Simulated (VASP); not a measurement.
# TaN (P6_3/mmc) in VASP: notebook, part 2 of 2

VASP 6.6.1. The steps go on from the part before.

**3. Relaxation of cell and atoms, LDA, target pressure 30 GPa, at which the enthalpy is minimised**

INCAR

```
PREC     = Accurate       # precision mode
ENCUT    = 600            # plane-wave cutoff, eV
EDIFF    = 1E-6           # SCF threshold, eV
ISMEAR   = -1             # smearing method
SIGMA    = 0.05           # smearing width, eV
LREAL    = False          # projectors in reciprocal space
LASPH    = True           # aspherical terms in the spheres
NELM     = 80             # most SCF steps
ALGO     = Normal         # electronic algorithm
ISIF     = 3              # what is computed and relaxed
LWAVE    = False          # write WAVECAR
LCHARG   = False          # write CHGCAR
IBRION   = 2              # ionic algorithm
NSW      = 40             # ionic steps
EDIFFG   = -0.02          # ionic threshold
PSTRESS  = 300
```

KPOINTS

```
regular mesh
0
Gamma
  7 7 4
```

POSCAR

```
TaN
1.0
    2.9217699809      0.0000000000      0.0000000000
   -1.4608849905      2.5303270275      0.0000000000
    0.0000000000      0.0000000000      5.9165150000
Ta N
2 2
Direct
    0.0000000000      0.0000000000      0.5000000000
    0.0000000000      0.0000000000      0.0000000000
    0.3333333333      0.6666666667      0.2500000000
    0.6666666667      0.3333333333      0.7500000000
```

Potentials or basis: VASP PAW LDA potentials, release 64 (Ta_pv, N).

Started as:

```console
$ cat potpaw_LDA.64/Ta_pv/POTCAR potpaw_LDA.64/N/POTCAR > POTCAR
$ mpirun -np 1 vasp_std > vasp.out
```

OUTCAR:

```text
PREC = Accurate
   ENCUT = 600
   EDIFF = 1E-6
   ISMEAR = -1
   LREAL = False
   LASPH = True
   NELM = 80
   ISIF = 3
   IBRION = 2
   NSW = 40
   EDIFFG = -0.02
   PSTRESS = 300

 ion  position               nearest neighbor table
   1  0.000  0.000  0.500-   3 2.24   4 2.24   4 2.24   3 2.24   4 2.24   3 2.24   2 2.96   2 2.96

   2  0.000  0.000  0.000-   3 2.24   4 2.24   4 2.24   3 2.24   4 2.24   3 2.24   1 2.96   1 2.96

   3  0.333  0.667  0.250-   1 2.24   2 2.24   1 2.24   2 2.24   1 2.24   2 2.24
   4  0.667  0.333  0.750-   1 2.24   2 2.24   1 2.24   2 2.24   1 2.24   2 2.24

  LATTYP: Found a hexagonal cell.
 ALAT       =     2.9217699809
 C/A-ratio  =     2.0249763119

  Lattice vectors:

 A1 = (   2.9217699809,   0.0000000000,   0.0000000000)
 A2 = (  -1.4608849905,   2.5303270275,   0.0000000000)
 A3 = (   0.0000000000,   0.0000000000,   5.9165150000)

Analysis of symmetry for initial positions (statically):
=====================================================================
 Subroutine PRICEL returns:
 Original cell was already a primitive cell.

 Routine SETGRP: Setting up the symmetry group for a
 hexagonal supercell.

 Subroutine GETGRP returns: Found 24 space group operations
 (whereof 12 operations were pure point group operations)
 out of a pool of 24 trial point group operations.

The static configuration has the point symmetry D_3d.
 The point group associated with its full space group is D_6h.

Analysis of symmetry for dynamics (positions and initial velocities):
=====================================================================
 Subroutine PRICEL returns:
 Original cell was already a primitive cell.

 Routine SETGRP: Setting up the symmetry group for a
 hexagonal supercell.

 Subroutine GETGRP returns: Found 24 space group operations
 (whereof 12 operations were pure point group operations)
 out of a pool of 24 trial point group operations.

The dynamic configuration has the point symmetry D_3d.
 The point group associated with its full space group is D_6h.

 Subroutine INISYM returns: Found 24 space group operations
 (whereof 12 operations are pure point group operations),
 and found     1 'primitive' translations
[... 123 lines left out ...]
   GGA     = CA    functional components
   LHFCALC =     F    Hartree Fock is set to
   AEXX    =    0.0000 exact exchange contribution
   IVDW    =     0    specifies the selected vdW correction
   LEPSILON=     F    determine dielectric tensor
   LRPA    =     F    only Hartree local field effects (RPA)
 conjugate gradient relaxation of ions
 non-spin polarized calculation
  energy-cutoff  :      600.00
  volume of cell :       43.74
 maximum number of plane-waves:      1478
 NGX is ok and might be reduce to    24
   NGX = 11   NGY = 11   NGZ = 23

--------------------------------------- Ionic step        1  -------------------------------------------

 number of electron      32.0000008 magnetization

 Free energy of the ion-electron system (eV)
  ---------------------------------------------------
  ext. energy  EPLUGINS =         0.00000000
  ---------------------------------------------------
  free energy    TOTEN  =       -48.52582914 eV

  energy without entropy =      -48.51465994  energy(sigma->0) =      -48.52024454

------------------------ aborting loop because EDIFF is reached ----------------------------------------

  FORCE on cell =-STRESS in cart. coord.  units (eV):
  Direction    XX          YY          ZZ          XY          YZ          ZX
  --------------------------------------------------------------------------------------
  -------------------------------------------------------------------------------------
  Total       -4.1682851     -4.1682851     -4.2452885      0.0000000      0.0000000      0.0000000
  in kB     -152.6790148   -152.6790148   -155.4995538      0.0000000      0.0000000      0.0000000
  external PRESSURE =    -453.6191945 kB  Pullay stress =     300.0000000 kB
[... 27 lines left out ...]
--------------------------------------- Ionic step        2  -------------------------------------------

 number of electron      32.0000002 magnetization

 E-fermi :  13.8202     XC(G=0): -16.2864

 val. band max:       13.7621706808   @ k =   0.1429   0.1429   0.2500
 cond. band min:      13.8631007674   @ k =   0.2857   0.2857   0.2500
 fundamental gap:      0.1009300865
 Fermi energy:        13.8202215283

 k-point     1 :       0.0000    0.0000    0.0000
  band No.  band energies     occupation
      1     -23.5701      2.00000
      2     -19.9080      2.00000
      3     -18.8408      2.00000
      4     -18.8408      2.00000
      5     -18.4941      2.00000
      6     -18.4941      2.00000
[... 740 lines left out ...]
--------------------------------------- Ionic step        7  -------------------------------------------

 number of electron      31.9999999 magnetization

 Free energy of the ion-electron system (eV)
  ---------------------------------------------------
  ext. energy  EPLUGINS =         0.00000000
  ---------------------------------------------------
  free energy    TOTEN  =       -48.37537896 eV

  energy without entropy =      -48.36580080  energy(sigma->0) =      -48.37058988

 E-fermi :   9.0976     XC(G=0): -14.1370

 val. band max:        9.0214691760   @ k =   0.1429   0.0000   0.2500
 cond. band min:       9.1058099650   @ k =   0.1429   0.0000   0.0000
 fundamental gap:      0.0843407890
 Fermi energy:         9.0975943962

 k-point     1 :       0.0000    0.0000    0.0000
  band No.  band energies     occupation
      1     -26.2763      2.00000
      2     -25.1767      2.00000
      3     -24.7893      2.00000
      4     -24.7893      2.00000
      5     -24.6999      2.00000
      6     -24.6999      2.00000
[... 576 lines left out ...]
  energy  without entropy=      -48.3658007993  energy(sigma->0) =      -48.37058988

  enthalpy is  TOTEN    =       -41.0810069295 eV   P V=        7.2943720287

 reached required accuracy - stopping structural energy minimisation
```

Wall time 63 s (1 thread of Intel Xeon Platinum 8488C (Sapphire Rapids), shared host); peak memory 0.17 GiB.

Results:

- Free energy: -48.3754 eV
- Relaxed volume: 9.74 Å³/atom
- Relaxed cell: a = 2.802 Å, b = 2.802 Å, c = 5.730 Å, α = 90.00°, β = 90.00°, γ = 120.00°
- Space group after relaxing (to 0.05 Å): P6_3/mmc (No. 194)
- Energy change on relaxing (the enthalpy is what falls): +37.6 meV/atom
- Ionic steps: 7
- Pressure after relaxing: 30.0 GPa
- Band gap on the k mesh: none (metal or under the smearing width)

The path:
| step | energy change (eV) | largest force (eV/Å) | pressure (GPa) | volume (Å³) |
| --- | --- | --- | --- | --- |
| 1 | 0.0000 | 0.0000 | -15.36 | 43.74 |
| 2 | 13.1813 | 0.0000 | 420.02 | 26.92 |
| 3 | 0.0371 | 0.0000 | 21.50 | 39.70 |
| 4 | 0.1046 | 0.0000 | 26.89 | 39.25 |
| 5 | 0.1488 | 0.0000 | 30.01 | 39.00 |
| 6 | 0.1631 | 0.0000 | 30.10 | 38.92 |
| 7 | 0.1505 | 0.0000 | 30.02 | 38.96 |

Final structure:
```
CELL_PARAMETERS angstrom
2.80175 0.00000 0.00000
-1.40088 2.42639 0.00000
0.00000 0.00000 5.73043
ATOMIC_POSITIONS crystal
Ta 0.00000 0.00000 0.50000
Ta 0.00000 0.00000 0.00000
N 0.33333 0.66667 0.25000
N 0.66667 0.33333 0.75000
```

Caveat: the cell is relaxed towards a set pressure, so the enthalpy falls and the energy may rise.

**4. Relaxation of cell and atoms, PBE**

INCAR

```
ALGO     = Normal         # electronic algorithm
EDIFF    = 1E-6           # SCF threshold, eV
EDIFFG   = -0.01          # ionic threshold
ENCUT    = 980            # plane-wave cutoff, eV
GGA      = PE             # functional
IBRION   = 2              # ionic algorithm
ISIF     = 3              # what is computed and relaxed
ISMEAR   = -1             # smearing method
LASPH    = True           # aspherical terms in the spheres
LCHARG   = False          # write CHGCAR
LREAL    = False          # projectors in reciprocal space
LWAVE    = False          # write WAVECAR
NELM     = 100            # most SCF steps
NSW      = 60             # ionic steps
PREC     = Accurate       # precision mode
SIGMA    = 0.05           # smearing width, eV
```

KPOINTS

```
k-points
0
Gamma
  10 10 5
```

POSCAR is that of step 3.

Potentials or basis: VASP PAW PBE potentials, release 64 (Ta_pv, N_h).

Started as:

```console
$ cat potpaw_PBE.64/Ta_pv/POTCAR potpaw_PBE.64/N_h/POTCAR > POTCAR
$ mpirun -np 1 vasp_std > vasp.out
```

Run time: 2.2 min. Hardware: 1 thread of Intel Xeon 6975P-C (Granite Rapids), shared host; peak memory 0.28 GiB.

The run converged. Its results:

- Free energy: -44.0471 eV
- Relaxed volume: 10.92 Å³/atom
- Relaxed cell: a = 2.921 Å, b = 2.921 Å, c = 5.915 Å, α = 90.00°, β = 90.00°, γ = 120.00°
- Space group after relaxing (to 0.05 Å): P6_3/mmc (No. 194)
- Energy gained by relaxing: 0.0 meV/atom
- Ionic steps: 3
- Pressure after relaxing: 0.0 GPa
- Band gap on the k mesh: none (metal or under the smearing width)

Final structure:
```yaml
crystal:
  lattice:
    - [2.92058, 0.00000, 0.00000]
    - [-1.46029, 2.52929, 0.00000]
    - [0.00000, 0.00000, 5.91541]
  atoms:
    - { symbol: Ta, position: [0.00000, 0.00000, 0.50000] }
    - { symbol: Ta, position: [0.00000, 0.00000, 0.00000] }
    - { symbol: N, position: [0.33333, 0.66667, 0.25000] }
    - { symbol: N, position: [0.66667, 0.33333, 0.75000] }
```

Levels at points of the mesh, in eV from the Fermi level:
| k point | band 13 | band 14 | band 15 | band 16 | band 17 | band 18 | band 19 | band 20 |
| --- | --- | --- | --- | --- | --- | --- | --- | --- |
| (0.00, 0.00, 0.00) | -3.50 | -1.99 | -1.99 | -0.23 | -0.23 | 0.56 | 0.56 | 2.34 |
| (0.50, 0.00, 0.00) | -4.15 | -3.70 | -2.81 | -2.12 | 2.83 | 3.94 | 4.80 | 5.13 |

The run has no spin-orbit coupling, so splittings on Ta are missing.

**5. Relaxation of cell and atoms, PBE**

INCAR

```
SYSTEM = TaN
ALGO = Fast
EDIFF = 1E-6
EDIFFG = -0.02
ENCUT = 480
GGA = PE
IBRION = 2
ISIF = 3
ISMEAR = -1
LASPH = .TRUE.
LCHARG = .FALSE.
LREAL = .FALSE.
LWAVE = .FALSE.
NELM = 60
NSW = 60
PREC = Accurate
SIGMA = 0.05
```

KPOINTS

```
k-points
0
G
  10 10 5
  0 0 0
```

POSCAR is that of step 4.

Potentials or basis: VASP PAW PBE potentials, release 64 (Ta_pv, N_s).

Started as:

```console
$ cat potpaw_PBE.64/Ta_pv/POTCAR potpaw_PBE.64/N_s/POTCAR > POTCAR
$ mpirun -np 1 vasp_std > vasp.out
```

Run time: 31 s. Hardware: 1 thread of Intel Xeon 6975P-C (Granite Rapids), shared host; peak memory 0.18 GiB.

The run converged. Its results:

```
Free energy                            : -44.0379 eV
Relaxed volume                         : 10.92 Å³/atom
Relaxed cell                           : a = 2.920 Å, b = 2.920 Å, c = 5.915 Å, α = 90.00°, β = 90.00°, γ = 120.00°
Space group after relaxing (to 0.05 Å) : P6_3/mmc (No. 194)
Energy gained by relaxing              : 0.0 meV/atom
Ionic steps                            : 3
Pressure after relaxing                : 0.1 GPa
Band gap on the k mesh                 : none (metal or under the smearing width)
```

Stress tensor (GPa, compression positive):
```
0.06 0.00 0.00
0.00 0.06 0.00
0.00 0.00 0.17
```

Final structure:
```cif
data_structure
_symmetry_space_group_name_H-M 'P 1'
_symmetry_Int_Tables_number 1
_cell_length_a 2.9202
_cell_length_b 2.9202
_cell_length_c 5.9149
_cell_angle_alpha 90.000
_cell_angle_beta 90.000
_cell_angle_gamma 120.000
_cell_volume 43.68
loop_
_atom_site_label
_atom_site_type_symbol
_atom_site_fract_x
_atom_site_fract_y
_atom_site_fract_z
_atom_site_occupancy
Ta1 Ta 0.00000 0.00000 0.50000 1
Ta2 Ta 0.00000 0.00000 0.00000 1
N1 N 0.33333 0.66667 0.25000 1
N2 N 0.66667 0.33333 0.75000 1
```

Levels at points of the mesh, in eV from the Fermi level:
```
           k point  band 12  band 13  band 14  band 15  band 16  band 17  band 18  band 19  band 20
(0.00, 0.00, 0.00)    -4.29    -3.50    -1.99    -1.99    -0.23    -0.23     0.56     0.56     2.33
(0.50, 0.00, 0.00)    -5.38    -4.15    -3.70    -2.81    -2.12     2.84     3.94     4.81     5.13
```

The run has no spin-orbit coupling, so splittings on Ta are missing.

**6. Relaxation of cell and atoms, PBE**

INCAR

```
  PREC = Accurate
  ENCUT = 600
  EDIFF = 1E-6
  ISMEAR = -1
  SIGMA = 0.05
  LREAL = False
  LASPH = True
  NELM = 100
  ALGO = Fast
  ISIF = 3
  LWAVE = False
  LCHARG = False
  GGA = PE
  IBRION = 2
  NSW = 40
  EDIFFG = -0.005
```

KPOINTS

```
Automatic mesh
0
Gamma
  10 10 5
```

POSCAR is that of step 5.

Potentials or basis: VASP PAW PBE potentials, release 54 (Ta_pv, N).

Started as:

```console
$ cat potpaw_PBE.54/Ta_pv/POTCAR potpaw_PBE.54/N/POTCAR > POTCAR
$ mpirun -np 1 vasp_std > vasp.out
```

It took 79 s on 1 thread of Intel Xeon 6975P-C (Granite Rapids), shared host; peak memory 0.2 GiB.

It converged, with:

* Free energy: -44.0333 eV
* Relaxed volume: 10.92 Å³/atom
* Relaxed cell: a = 2.920 Å, b = 2.920 Å, c = 5.915 Å, α = 90.00°, β = 90.00°, γ = 120.00°
* Space group after relaxing (to 0.05 Å): P6_3/mmc (No. 194)
* Energy gained by relaxing: 0.0 meV/atom
* Ionic steps: 9
* Pressure after relaxing: 0.0 GPa
* Band gap on the k mesh: none (metal or under the smearing width)

The path:
```
step  energy change (eV)  largest force (eV/Å)  pressure (GPa)  volume (Å³)
   1              0.0000                0.0000           -0.49        43.74
   2              0.0004                0.0000            1.10        43.53
   3             -0.0001                0.0000            0.09        43.67
   4             -0.0001                0.0000           -0.03        43.68
   5             -0.0001                0.0000           -0.05        43.68
   6             -0.0001                0.0000           -0.02        43.68
   7             -0.0001                0.0000            0.00        43.67
   8             -0.0001                0.0000           -0.01        43.68
   9             -0.0001                0.0000            0.00        43.68
```

Final structure:
```xyz
4
Lattice="2.9199 0.0000 0.0000 -1.4599 2.5287 0.0000 0.0000 0.0000 5.9154" Properties=species:S:1:pos:R:3 pbc="T T T"
Ta    0.0000    0.0000    2.9577
Ta    0.0000    0.0000    0.0000
N     0.0000    1.6858    1.4788
N     1.4599    0.8429    4.4365
```

Levels at points of the mesh, in eV from the Fermi level:
| k point | band 14 | band 15 | band 16 | band 17 | band 18 | band 19 |
| --- | --- | --- | --- | --- | --- | --- |
| (0.00, 0.00, 0.00) | -1.99 | -1.99 | -0.23 | -0.23 | 0.56 | 0.56 |
| (0.50, 0.00, 0.00) | -3.70 | -2.80 | -2.12 | 2.84 | 3.94 | 4.81 |

The run has no spin-orbit coupling, so splittings on Ta are missing.

**7. Overview**

| level | potentials or basis | cell | k mesh | cutoff (eV) | target pressure | gap on the mesh (eV) | pressure (GPa) | relaxed volume (Å³/atom) |
| --- | --- | --- | --- | --- | --- | --- | --- | --- |
| LDA | VASP PAW LDA potentials, release 64 (Ta_pv, N) | relaxed to 20 GPa | 7 × 7 × 4 | 600 | 20 GPa | none | 20.0 | - |
| LDA | VASP PAW LDA potentials, release 64 (Ta_pv, N) | relaxed to 30 GPa | 7 × 7 × 4 | 600 | 30 GPa | none | 30.0 | - |
| PBE | VASP PAW PBE potentials, release 64 (Ta_pv, N_h) | relaxed | 10 × 10 × 5 | 980 | - | none | 0.0 | 10.92 |
| PBE | VASP PAW PBE potentials, release 64 (Ta_pv, N_s) | relaxed | 10 × 10 × 5 | 480 | - | none | 0.1 | 10.92 |
| PBE | VASP PAW PBE potentials, release 54 (Ta_pv, N) | relaxed | 10 × 10 × 5 | 600 | - | none | 0.0 | 10.92 |

Alike in all rows: task relaxation of cell and atoms; no spin polarisation; smearing fermi-dirac 0.05 eV.

Caveats: the cell is relaxed towards a set pressure, so the enthalpy falls and the energy may rise (some runs).

Absolute energies hang on the potentials; compare differences alone.
